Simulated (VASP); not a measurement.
# C₂H₂F₄: harmonic vibrations of a molecule

C₂H₂F₄, molecule in box, 8 atoms in the cell. PBE, harmonic vibrations; PAW potentials F, C, H (PBE set).

## Input

INCAR.step1:
```
ALGO     = Normal         # electronic algorithm
EDIFF    = 1E-8           # SCF threshold, eV
EDIFFG   = -0.002         # ionic threshold
ENCUT    = 400            # plane-wave cutoff, eV
IBRION   = 2              # ionic algorithm
ISIF     = 2              # what is computed and relaxed
ISMEAR   = 0              # smearing method
ISYM     = 0            
LASPH    = True           # aspherical terms in the spheres
LCHARG   = False          # write CHGCAR
LREAL    = False          # projectors in reciprocal space
LWAVE    = False          # write WAVECAR
NELM     = 100            # most SCF steps
NSW      = 60             # ionic steps
POTIM    = 0.5            # step
PREC     = Accurate       # precision mode
SIGMA    = 0.01           # smearing width, eV
```

INCAR.step2, as INCAR.step1 but for:
```
- EDIFFG = -0.002
- IBRION = 2
- ISIF = 2
- NSW = 60
- POTIM = 0.5
+ IBRION = 5
+ NFREE = 2
+ NSW = 1
+ POTIM = 0.015
```

KPOINTS:
```
k-points
0
Gamma
  1 1 1
```

POSCAR.step1:
```
HCF2
1.0
   12.0000000000      0.0000000000      0.0000000000
    0.0000000000     12.0000000000      0.0000000000
    0.0000000000      0.0000000000     11.0000000000
F C H
4 2 2
Direct
    0.4731125000      0.3801541700      0.5853454500
    0.6113625000      0.5649708300      0.5623636400
    0.5099208300      0.6233458300      0.4128636400
    0.4397791700      0.6093291700      0.5933181800
    0.4742291700      0.4442125000      0.4829000000
    0.5094291700      0.5618875000      0.5144636400
    0.5336625000      0.4099791700      0.4175909100
    0.3908041700      0.4469375000      0.4432454500
```

Commands (each step's output is kept before the next begins):
```
cat potpaw_PBE.64/F/POTCAR potpaw_PBE.64/C/POTCAR potpaw_PBE.64/H/POTCAR > POTCAR
cp INCAR.step1 INCAR
cp POSCAR.step1 POSCAR
mpirun -np 4 vasp_gam > vasp.out
cp CONTCAR POSCAR
cp INCAR.step2 INCAR
mpirun -np 4 vasp_gam > vasp.out
```

## Result

- Vibrations (cm⁻¹; a negative value is imaginary): 3061, 3002, 1432, 1376, 1254, 1241, 1138, 1104, 1065, 930, 812, 630, 520, 504, 389, 333, 208, 108
- Zero-point energy (eV): 1.184
- Translations and rotations, which should read zero (cm⁻¹): -14, -8, -3, 12, 14, 28
- Vibrational entropy at 298 K (meV/K): 0.429
- Displaced cells: 48
- Ionic steps, all stages: 99
- Electronic steps, all stages: 1449

VASP 6.6.1 took 2284 s on 4 cores (AMD EPYC 7R13 (Zen 3)), a shared host.
